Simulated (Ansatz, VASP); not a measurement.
Ba in VASP and in Ansatz

```
Ba
1.0
    -2.59375    2.40625    2.50000
     2.59375   -2.40625    2.50000
     2.59375    2.40625   -2.50000
Ba
1
Direct
  0.00000 0.00000 0.00000
```

Change from the starting cell: strain +0.0375 x Voigt [1, -1, 0, 0, 0, 0], atoms carried along.

Alike in both runs: task single point; functional PBEsol; k mesh 14 × 14 × 14; occupations gaussian, width 0.15 eV; no spin polarisation.

|  | VASP | Ansatz |
| --- | --- | --- |
| version | VASP 6.6.1 | Ansatz 0.2.0 |
| potentials or method | VASP PAW PBE potentials, release 64 (Ba_sv) | scalar-relativistic, plane waves, PAW |
| plane-wave cutoff (eV) | 520 | 420 |
| valence electrons in the cell | 10 | 10 |

VASP gave:

```
gap on the k mesh at the Fermi level (eV)       : none
pressure (GPa)                                  : -0.5
largest component of the traceless stress (GPa) : 0.19
```

Problem. Estimate Ansatz's values.

Solution. gap on the k mesh at the Fermi level (eV): none; pressure (GPa): -0.6; largest component of the traceless stress (GPa): 0.19.

A gap of «none» marks a metal or a gap that the smearing closes. The functional is the same, so the differences come from potentials, cutoffs and numerics.

Caveats: the PAW data sets were made with another functional, which shifts forces and pressure a little (VASP). The runs have no spin-orbit coupling, so splittings on Ba are missing.
